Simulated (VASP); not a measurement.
# Lu (Im-3m) in VASP: settings compared

The runs below take Lu through relaxation of cell and atoms, with PBEsol, SCAN+D3, LDA.

Everything below comes from runs of VASP 6.6.1. Logs are shortened: lines on timing, memory, paths and dates and some standing lists are left out, and cuts for length are marked.

## Step 1: Starting point

The structure is cubic, space group Im-3m (No. 229). Conventional cell: a = 3.908 Å, b = 3.908 Å, c = 3.908 Å, α = 90.00°, β = 90.00°, γ = 90.00°. Lu (site symmetry m-3m) is surrounded by 8 Lu at 3.38 Å.

This isn't the form of Lu at room conditions, which is hcp.

## Step 2: Relaxation of cell and atoms, PBEsol, target pressure 5 GPa, at which the enthalpy is minimised

Input file INCAR:

```
PREC = Accurate
ENCUT = 600
EDIFF = 1E-6
ISMEAR = -1
SIGMA = 0.05
LREAL = F
LASPH = T
NELM = 60
ALGO = Normal
ISIF = 3
LWAVE = F
LCHARG = F
GGA = PS
IBRION = 2
NSW = 60
EDIFFG = -0.01
PSTRESS = 50
```

Input file KPOINTS:

```
regular mesh
0
Gamma
  10 10 10
```

Input file POSCAR:

```
Lu
1.0
   -1.9541071088      1.9541071088      1.9541071088
    1.9541071088     -1.9541071088      1.9541071088
    1.9541071088      1.9541071088     -1.9541071088
Lu
1
Direct
    0.0000000000      0.0000000000      0.0000000000
```

Potentials or basis: VASP PAW PBE potentials, release 64 (Lu).

Run with:

```
> cat potpaw_PBE.64/Lu/POTCAR > POTCAR
> mpirun -np 1 vasp_std > vasp.out
```

OUTCAR:

```text
PREC = Accurate
   ENCUT = 600
   EDIFF = 1E-6
   ISMEAR = -1
   LREAL = F
   LASPH = T
   NELM = 60
   ISIF = 3
   GGA = PS
   IBRION = 2
   NSW = 60
   EDIFFG = -0.01
   PSTRESS = 50

 ion  position               nearest neighbor table
   1  0.000  0.000  0.000-

  LATTYP: Found a body centered cubic cell.
 ALAT       =     3.9082142176

  Lattice vectors:

 A1 = (  -1.9541071088,   1.9541071088,   1.9541071088)
 A2 = (   1.9541071088,  -1.9541071088,   1.9541071088)
 A3 = (   1.9541071088,   1.9541071088,  -1.9541071088)

Analysis of symmetry for initial positions (statically):
=====================================================================
 Subroutine PRICEL returns:
 Original cell was already a primitive cell.

 Routine SETGRP: Setting up the symmetry group for a
 body centered cubic supercell.

 Subroutine GETGRP returns: Found 48 space group operations
 (whereof 48 operations were pure point group operations)
 out of a pool of 48 trial point group operations.

The static configuration has the point symmetry O_h .

Analysis of symmetry for dynamics (positions and initial velocities):
=====================================================================
 Subroutine PRICEL returns:
 Original cell was already a primitive cell.

 Routine SETGRP: Setting up the symmetry group for a
 body centered cubic supercell.

 Subroutine GETGRP returns: Found 48 space group operations
 (whereof 48 operations were pure point group operations)
 out of a pool of 48 trial point group operations.

The dynamic configuration has the point symmetry O_h .

 Subroutine INISYM returns: Found 48 space group operations
 (whereof 48 operations are pure point group operations),
 and found     1 'primitive' translations

----------------------------------------------------------------------------------------

                                     Primitive cell

  volume of cell :      29.8473

  direct lattice vectors                    reciprocal lattice vectors
    -1.954107109  1.954107109  1.954107109     0.000000000  0.255871338  0.255871338
     1.954107109 -1.954107109  1.954107109     0.255871338  0.000000000  0.255871338
     1.954107109  1.954107109 -1.954107109     0.255871338  0.255871338  0.000000000

  length of vectors
     3.384612796  3.384612796  3.384612796     0.361856716  0.361856716  0.361856716

  position of ions in fractional coordinates (direct lattice)
     0.000000000  0.000000000  0.000000000

[... 89 lines left out ...]
   EFERMI =   0.00;   METHOD = LEGACY
   ISMEAR =    -1;   SIGMA  =   0.05  broadening in eV -4-tet -1-fermi 0-gaus
   EFERMI_NEDOS =   21; number of points for ismear=-14 and -15
   IALGO  =     38    algorithm
   IMIX   =      4    mixing-type and parameters
     AMIX     =   0.40;   BMIX     =  1.00
     AMIX_MAG =   1.60;   BMIX_MAG =  1.00
  volume/ion in A,a.u.               =      29.85       201.42
  Fermi-wavevector in a.u.,A,eV,Ry     =   1.543191  2.916209 32.401456  2.381440
  Thomas-Fermi vector in A             =   2.648889
   LORBIT       =      0    0 simple, 1 ext, 2 COOP (PROOUT), +10 PAW based schemes
   GGA     = PS    functional components
   LHFCALC =     F    Hartree Fock is set to
   AEXX    =    0.0000 exact exchange contribution
   IVDW    =     0    specifies the selected vdW correction
   LEPSILON=     F    determine dielectric tensor
   LRPA    =     F    only Hartree local field effects (RPA)
 conjugate gradient relaxation of ions
 non-spin polarized calculation
  energy-cutoff  :      600.00
  volume of cell :       29.85
 maximum number of plane-waves:      1007
   NGX = 13   NGY = 13   NGZ = 13

--------------------------------------- Ionic step        1  -------------------------------------------

 number of electron      24.9999996 magnetization

 Free energy of the ion-electron system (eV)
  ---------------------------------------------------
  ext. energy  EPLUGINS =         0.00000000
  ---------------------------------------------------
  free energy    TOTEN  =        -4.79106936 eV

  energy without entropy =       -4.77151950  energy(sigma->0) =       -4.78129443

------------------------ aborting loop because EDIFF is reached ----------------------------------------

  FORCE on cell =-STRESS in cart. coord.  units (eV):
  Direction    XX          YY          ZZ          XY          YZ          ZX
  --------------------------------------------------------------------------------------
  -------------------------------------------------------------------------------------
  Total       -0.4650302     -0.4650302     -0.4650302      0.0000000      0.0000000      0.0000000
  in kB      -24.9624194    -24.9624194    -24.9624194      0.0000000      0.0000000      0.0000000
  external PRESSURE =     -74.9624194 kB  Pullay stress =      50.0000000 kB
[... 24 lines left out ...]
--------------------------------------- Ionic step        2  -------------------------------------------

 number of electron      25.0000006 magnetization

 E-fermi :   3.0218     XC(G=0): -11.7163

 val. band max:        2.9257264516   @ k =   0.3000   0.3000   0.1000
 cond. band min:       3.0288414029   @ k =   0.3000   0.2000   0.2000
 fundamental gap:      0.1031149513
 Fermi energy:         3.0217563435

 k-point     1 :       0.0000    0.0000    0.0000
  band No.  band energies     occupation
      1     -53.0144      2.00000
      2     -23.2676      2.00000
      3     -23.2676      2.00000
      4     -23.2676      2.00000
      5      -3.6481      2.00000
      6      -1.8888      2.00000
[... 516 lines left out ...]
  energy  without entropy=       -4.7491955891  energy(sigma->0) =       -4.75843850

  enthalpy is  TOTEN    =        -3.9731783460 eV   P V=        0.7945030707

[... ionic steps 4 to 7 ...]

--------------------------------------- Ionic step        8  -------------------------------------------

 number of electron      24.9999993 magnetization

------------------------ aborting loop because EDIFF is reached ----------------------------------------
[... 69 lines left out ...]
--------------------------------------- Ionic step       10  -------------------------------------------

 number of electron      24.9999993 magnetization

 Free energy of the ion-electron system (eV)
  ---------------------------------------------------
  ext. energy  EPLUGINS =         0.00000000
  ---------------------------------------------------
  free energy    TOTEN  =        -4.77193870 eV

  energy without entropy =       -4.75344767  energy(sigma->0) =       -4.76269319

 E-fermi :   2.7829     XC(G=0): -11.4257

 val. band max:        2.7432582364   @ k =   0.4000   0.1000   0.1000
 cond. band min:       2.7905998595   @ k =  -0.4000   0.5000   0.1000
 fundamental gap:      0.0473416231
 Fermi energy:         2.7829037049

 k-point     1 :       0.0000    0.0000    0.0000
  band No.  band energies     occupation
      1     -53.3518      2.00000
      2     -23.6642      2.00000
      3     -23.6642      2.00000
      4     -23.6642      2.00000
      5      -3.7477      2.00000
      6      -2.1874      2.00000
[... 479 lines left out ...]
  energy  without entropy=       -4.7534476718  energy(sigma->0) =       -4.76269319

  enthalpy is  TOTEN    =        -3.9731919001 eV   P V=        0.7987468048

 reached required accuracy - stopping structural energy minimisation
```

OSZICAR:

```text
N       E                     dE             d eps       ncg     rms          rms(c)
DAV:   1     0.851790363570E+02    0.85179E+02   -0.11595E+04  1864   0.570E+03
DAV:   2    -0.148088257554E+00   -0.85327E+02   -0.84329E+02  1600   0.366E+02
DAV:   3    -0.476767070978E+01   -0.46196E+01   -0.45876E+01  1944   0.723E+01
[... 77 lines left out ...]
DAV:   1    -0.477195842381E+01    0.97609E-05   -0.10987E-06   832   0.143E-02    0.227E-03
DAV:   2    -0.477195830429E+01    0.11952E-06   -0.30960E-07   760   0.997E-03
   9 F= -.39731914E+01 E0= -.39639458E+01  d E =-.343892E-06
       N       E                     dE             d eps       ncg     rms          rms(c)
DAV:   1    -0.477193945355E+01    0.18970E-04   -0.59828E-06  2000   0.289E-02    0.613E-03
DAV:   2    -0.477193870495E+01    0.74860E-06   -0.15172E-06   936   0.206E-02
  10 F= -.39731919E+01 E0= -.39639464E+01  d E =-.825976E-06
```

CONTCAR:

```text
Lu
   1.00000000000000
    -1.8565069249961630    1.8565069249961628    1.8565069249961628
     1.8565069249961630   -1.8565069249961628    1.8565069249961628
     1.8565069249961630    1.8565069249961628   -1.8565069249961628
  Lu
     1
Direct
     0.0000000000000000    0.0000000000000000    0.0000000000000000

  0.00000000E+00  0.00000000E+00  0.00000000E+00
```

Wall time 2 min (1 thread of Intel Xeon Platinum 8559C (Emerald Rapids), shared host); peak memory 0.19 GiB.

What came out:

```
Free energy                                            : -4.7719 eV
Relaxed volume                                         : 25.59 Å³/atom
Relaxed cell                                           : a = 3.216 Å, b = 3.216 Å, c = 3.216 Å, α = 109.47°, β = 109.47°, γ = 109.47°
Space group after relaxing (to 0.05 Å)                 : Im-3m (No. 229)
Energy change on relaxing (the enthalpy is what falls) : +19.1 meV/atom
Ionic steps                                            : 10
Pressure after relaxing                                : 4.9 GPa
Band gap on the k mesh                                 : none (metal or under the smearing width)
```

Step by step:
```tsv
step	energy change (eV)	largest force (eV/Å)	pressure (GPa)	volume (Å³)
1	0.0000	0.0000	-2.50	29.85
2	0.0758	0.0000	8.11	24.21
3	0.0234	0.0000	5.51	25.46
4	0.0164	0.0000	4.71	25.69
5	0.0189	0.0000	4.83	25.60
6	0.0189	0.0000	4.83	25.60
7	0.0191	0.0000	4.90	25.60
8	0.0191	0.0000	4.92	25.60
9	0.0191	0.0000	4.88	25.60
10	0.0191	0.0000	4.94	25.59
```

Final structure:
```
Lu
1.0
    -1.85651    1.85651    1.85651
     1.85651   -1.85651    1.85651
     1.85651    1.85651   -1.85651
Lu
1
Direct
  0.00000 0.00000 0.00000
```

Levels at points of the mesh, in eV from the Fermi level:
```csv
k point,band 9,band 10,band 11,band 12,band 13,band 14,band 15,band 16
"(0.00, 0.00, 0.00)",-4.84,-4.84,-4.84,-4.81,2.20,2.20,2.20,4.77
"(0.50, 0.00, 0.00)",-4.85,-4.85,-4.83,-2.85,0.19,0.91,4.59,5.69
"(0.50, 0.50, 0.50)",-4.83,-4.83,-4.83,-1.96,-1.96,6.63,6.63,6.63
```

Caveat: the cell is relaxed towards a set pressure, so the enthalpy falls and the energy may rise; the PAW data sets were made with another functional, which shifts forces and pressure a little. Spin-orbit coupling is left out, which matters for the levels of Lu.

## Step 3: Relaxation of cell and atoms, PBEsol, target pressure 10 GPa, at which the enthalpy is minimised

Edit INCAR of step 2 so:

```diff
@@ -16,2 +16,2 @@
 EDIFFG = -0.01
-PSTRESS = 50
+PSTRESS = 100
```

KPOINTS is that of step 2.

POSCAR is that of step 2.

Potentials or basis: VASP PAW PBE potentials, release 64 (Lu).

Run with:

```
> cat potpaw_PBE.64/Lu/POTCAR > POTCAR
> mpirun -np 1 vasp_std > vasp.out
```

OUTCAR:

```text
PREC = Accurate
   ENCUT = 600
   EDIFF = 1E-6
   ISMEAR = -1
   LREAL = F
   LASPH = T
   NELM = 60
   ISIF = 3
   GGA = PS
   IBRION = 2
   NSW = 60
   EDIFFG = -0.01
   PSTRESS = 100

 ion  position               nearest neighbor table
   1  0.000  0.000  0.000-

  LATTYP: Found a body centered cubic cell.
 ALAT       =     3.9082142176

  Lattice vectors:

 A1 = (  -1.9541071088,   1.9541071088,   1.9541071088)
 A2 = (   1.9541071088,  -1.9541071088,   1.9541071088)
 A3 = (   1.9541071088,   1.9541071088,  -1.9541071088)

Analysis of symmetry for initial positions (statically):
=====================================================================
 Subroutine PRICEL returns:
 Original cell was already a primitive cell.

 Routine SETGRP: Setting up the symmetry group for a
 body centered cubic supercell.

 Subroutine GETGRP returns: Found 48 space group operations
 (whereof 48 operations were pure point group operations)
 out of a pool of 48 trial point group operations.

The static configuration has the point symmetry O_h .

Analysis of symmetry for dynamics (positions and initial velocities):
=====================================================================
 Subroutine PRICEL returns:
 Original cell was already a primitive cell.

 Routine SETGRP: Setting up the symmetry group for a
 body centered cubic supercell.

[... 133 lines left out ...]
 conjugate gradient relaxation of ions
 non-spin polarized calculation
  energy-cutoff  :      600.00
  volume of cell :       29.85
 maximum number of plane-waves:      1007
   NGX = 13   NGY = 13   NGZ = 13

--------------------------------------- Ionic step        1  -------------------------------------------

 number of electron      24.9999996 magnetization

 Free energy of the ion-electron system (eV)
  ---------------------------------------------------
  ext. energy  EPLUGINS =         0.00000000
  ---------------------------------------------------
  free energy    TOTEN  =        -4.79106936 eV

  energy without entropy =       -4.77151950  energy(sigma->0) =       -4.78129443

 E-fermi :   2.1304     XC(G=0): -10.6624

 val. band max:        2.1201966727   @ k =   0.2000   0.2000   0.1000
 cond. band min:       2.1469351156   @ k =   0.3000   0.2000   0.1000
 fundamental gap:      0.0267384429
 Fermi energy:         2.1303988128

 k-point     1 :       0.0000    0.0000    0.0000
  band No.  band energies     occupation
      1     -54.3105      2.00000
      2     -24.7350      2.00000
      3     -24.7350      2.00000
      4     -24.7350      2.00000
      5      -3.9645      2.00000
      6      -3.0458      2.00000
[... 594 lines left out ...]
--------------------------------------- Ionic step        5  -------------------------------------------

 number of electron      25.0000003 magnetization

 Free energy of the ion-electron system (eV)
  ---------------------------------------------------
  ext. energy  EPLUGINS =         0.00000000
  ---------------------------------------------------
  free energy    TOTEN  =        -4.68544376 eV

  energy without entropy =       -4.66778396  energy(sigma->0) =       -4.67661386

 E-fermi :   3.1131     XC(G=0): -11.8324

 val. band max:        3.1097257611   @ k =   0.3000   0.1000   0.1000
 cond. band min:       3.1282462150   @ k =   0.4000   0.2000  -0.0000
 fundamental gap:      0.0185204539
 Fermi energy:         3.1130855754

 k-point     1 :       0.0000    0.0000    0.0000
  band No.  band energies     occupation
      1     -52.8853      2.00000
      2     -23.1119      2.00000
      3     -23.1119      2.00000
      4     -23.1119      2.00000
      5      -3.6052      2.00000
      6      -1.7757      2.00000
[... 479 lines left out ...]
  energy  without entropy=       -4.6677839614  energy(sigma->0) =       -4.67661386

  enthalpy is  TOTEN    =        -3.2067282110 eV   P V=        1.4787155510

 reached required accuracy - stopping structural energy minimisation
```

It took 83 s on 1 thread of Intel Xeon Platinum 8559C (Emerald Rapids), shared host; peak memory 0.2 GiB.

What came out:

```
Free energy                                            : -4.6854 eV
Relaxed volume                                         : 23.69 Å³/atom
Relaxed cell                                           : a = 3.134 Å, b = 3.134 Å, c = 3.134 Å, α = 109.47°, β = 109.47°, γ = 109.47°
Space group after relaxing (to 0.05 Å)                 : Im-3m (No. 229)
Energy change on relaxing (the enthalpy is what falls) : +105.6 meV/atom
Ionic steps                                            : 5
Pressure after relaxing                                : 10.0 GPa
Band gap on the k mesh                                 : none (metal or under the smearing width)
```

Step by step:
| step | energy change (eV) | largest force (eV/Å) | pressure (GPa) | volume (Å³) |
| --- | --- | --- | --- | --- |
| 1 | 0.0000 | 0.0000 | -2.50 | 29.85 |
| 2 | 0.3746 | 0.0000 | 21.84 | 20.88 |
| 3 | 0.1038 | 0.0000 | 9.86 | 23.72 |
| 4 | 0.1109 | 0.0000 | 10.18 | 23.61 |
| 5 | 0.1056 | 0.0000 | 10.03 | 23.69 |

Final structure:
```xyz
1
Lattice="-1.8093 1.8093 1.8093 1.8093 -1.8093 1.8093 1.8093 1.8093 -1.8093" Properties=species:S:1:pos:R:3 pbc="T T T"
Lu    1.8093    1.8093   -1.8093
```

Levels at points of the mesh, in eV from the Fermi level:
```csv
k point,band 9,band 10,band 11,band 12,band 13,band 14,band 15,band 16
"(0.00, 0.00, 0.00)",-4.73,-4.73,-4.73,-4.69,2.28,2.28,2.28,5.04
"(0.50, 0.00, 0.00)",-4.75,-4.74,-4.71,-3.03,0.09,1.25,4.92,6.08
"(0.50, 0.50, 0.50)",-4.72,-4.72,-4.72,-2.24,-2.24,7.27,7.27,7.27
```

Caveat: the cell is relaxed towards a set pressure, so the enthalpy falls and the energy may rise; the volume moved by over 15 % at a fixed basis, so the end points are rough; the PAW data sets were made with another functional, which shifts forces and pressure a little. The run has no spin-orbit coupling, so splittings on Lu are missing.

## Step 4: Relaxation of cell and atoms, PBEsol, target pressure 20 GPa, at which the enthalpy is minimised

Edit INCAR of step 3 so:

```diff
@@ -16,2 +16,2 @@
 EDIFFG = -0.01
-PSTRESS = 100
+PSTRESS = 200
```

KPOINTS is that of step 3.

POSCAR is that of step 3.

Run with:

```
> cat potpaw_PBE.64/Lu/POTCAR > POTCAR
> mpirun -np 1 vasp_std > vasp.out
```

It took 3 min on 1 thread of Intel Xeon Platinum 8559C (Emerald Rapids), shared host; peak memory 0.21 GiB.

Results (log left out):

| Item | Value |
| --- | --- |
| Free energy | -4.4610 eV |
| Relaxed volume | 21.22 Å³/atom |
| Relaxed cell | a = 3.021 Å, b = 3.021 Å, c = 3.021 Å, α = 109.47°, β = 109.47°, γ = 109.47° |
| Space group after relaxing (to 0.05 Å) | Im-3m (No. 229) |
| Energy change on relaxing (the enthalpy is what falls) | +330.1 meV/atom |
| Ionic steps | 15 |
| Pressure after relaxing | 20.0 GPa |
| Band gap on the k mesh | none (metal or under the smearing width) |

The path:
```
step  energy change (eV)  largest force (eV/Å)  pressure (GPa)  volume (Å³)
   1              0.0000                0.0000           -2.50        29.85
   2              1.9541                0.0000           76.48        15.16
   3              0.2745                0.0000           18.16        21.69
   4              0.3119                0.0000           19.04        21.37
   5              0.3535                0.0000           21.70        21.04
   6              0.3303                0.0000           20.12        21.22
   7              0.3247                0.0000           19.73        21.26
   8              0.3285                0.0000           19.81        21.23
   9              0.3296                0.0000           19.79        21.22
  10              0.3300                0.0000           19.76        21.22
  11              0.3302                0.0000           20.76        21.22
  12              0.3301                0.0000           19.80        21.22
  13              0.3301                0.0000           20.21        21.22
  14              0.3301                0.0000           19.78        21.22
  15              0.3301                0.0000           19.98        21.22
```

Final structure:
```cif
data_structure
_symmetry_space_group_name_H-M 'P 1'
_symmetry_Int_Tables_number 1
_cell_length_a 3.0208
_cell_length_b 3.0208
_cell_length_c 3.0208
_cell_angle_alpha 109.471
_cell_angle_beta 109.471
_cell_angle_gamma 109.471
_cell_volume 21.22
loop_
_atom_site_label
_atom_site_type_symbol
_atom_site_fract_x
_atom_site_fract_y
_atom_site_fract_z
_atom_site_occupancy
Lu1 Lu 0.00000 0.00000 0.00000 1
```

Levels at points of the mesh, in eV from the Fermi level:
| k point | band 10 | band 11 | band 12 | band 13 | band 14 | band 15 | band 16 |
| --- | --- | --- | --- | --- | --- | --- | --- |
| (0.00, 0.00, 0.00) | -4.57 | -4.57 | -4.52 | 2.42 | 2.42 | 2.42 | 5.48 |
| (0.50, 0.00, 0.00) | -4.58 | -4.55 | -3.26 | -0.04 | 1.91 | 5.45 | 6.70 |
| (0.50, 0.50, 0.50) | -4.56 | -4.56 | -2.64 | -2.64 | 8.35 | 8.35 | 8.35 |

Caveat: the cell is relaxed towards a set pressure, so the enthalpy falls and the energy may rise; the volume moved by over 15 % at a fixed basis, so the end points are rough; the PAW data sets were made with another functional, which shifts forces and pressure a little. The run has no spin-orbit coupling, so splittings on Lu are missing.

(Continued in part 2 of 2.)
